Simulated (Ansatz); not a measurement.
# Scandium, beta-Sn type under PBE: ground state and equation of state

What does PBE give for scandium in the beta-Sn type structure? We relax it, solve it on a dense k-mesh, then scale the cell to 7 volumes from 88 to 112 % of the relaxed one and try a fit of the equation of state. The start is ferromagnetic. The k-meshes are 11×11×8 for the relaxation; 19×19×13 for the dense run; 19×19×13 for the volumes.

Method: DFT PBE, plane waves (420 eV) with PAW, scalar-relativistic, in Ansatz 0.2.0.

**1. Starting point**

It takes space group I4_1/amd (No. 141, tetragonal). The conventional cell has a = 5.772 Å, b = 5.772 Å, c = 3.152 Å, α = 90.00°, β = 90.00°, γ = 90.00°. Sc (site symmetry -4m2) has 6 Sc at 2.99 to 3.15 Å as nearest neighbours.

Structure file:

```cif
data_structure
_symmetry_space_group_name_H-M 'I4_1/amd:1'
_symmetry_Int_Tables_number 141
_cell_length_a 5.7722
_cell_length_b 5.7722
_cell_length_c 3.1516
_cell_angle_alpha 90.000
_cell_angle_beta 90.000
_cell_angle_gamma 90.000
_cell_volume 105.01
loop_
_atom_site_label
_atom_site_type_symbol
_atom_site_symmetry_multiplicity
_atom_site_Wyckoff_symbol
_atom_site_fract_x
_atom_site_fract_y
_atom_site_fract_z
_atom_site_occupancy
Sc1 Sc 4 a 0.00000 0.00000 0.00000 1
```

The atoms start with moments of +1 ×2 μB.

**2. Relaxing cell and atoms**

Contents of input.yaml:

```yaml
crystal:
  lattice:
    - [-2.8861208363, 2.8861208363, 1.5758219766]
    - [2.8861208363, -2.8861208363, 1.5758219766]
    - [2.8861208363, 2.8861208363, -1.5758219766]
  atoms:
    - { symbol: Sc, position: [0.0, 0.0, 0.0], spin: 1.0 }
    - { symbol: Sc, position: [0.75, 0.25, 0.5], spin: 1.0 }
hamiltonian:
  xc: pbe
  pseudopotentials:
    kind: paw
    azcp:
      Sc: "pseudopotentials/Sc.paw.azcp"
basis:
  ecutwfc: 420
  fft_grid_basis: typed
kpoints:
  mp_grid: { grid: [11, 11, 8], shift: [0, 0, 0] }
magnetization:
  spin_polarized: true
scf:
  occupations: { method: fermi_dirac, width: 0.05 }
relax:
  max_steps: 60
  f_tol: 0.01
  cell: {}
```

The runs that follow: Single point on a dense mesh; Equation of state: 88 %; Equation of state: 92 %; Equation of state: 96 %; Equation of state: 100 %; Equation of state: 104 %; Equation of state: 108 %; Equation of state: 112 %.

Q: Predict the outcome of this session. Wanted: space group; conventional cell; volume; shortest distance; gap on the mesh; magnetic state; relative to hcp.

**Answer**, as computed:

```
                      quantity                                   value
space group (spins left aside)                      I4_1/amd (No. 141)
             conventional cell  a = 5.641 Å, c = 3.111 Å (c/a = 0.552)
                        volume                          24.743 Å³/atom
             shortest distance                                 2.925 Å
               gap on the mesh            none (levels filled in part)
                magnetic state   ferromagnetic, up to 0.13 μB per atom
               relative to hcp                           +414 meV/atom
```

What this shows: The relaxation shrank the cell by 5.7 % in volume. It lies 414 meV/atom above the element's reference form at the same level (hcp, from a run of its own), so it is far from stable. It ends ferromagnetic, with up to 0.13 μB per atom. No gap shows: it is a metal or semimetal at this level. The symmetry was held, so the structure may be unstable against distortions that break it.
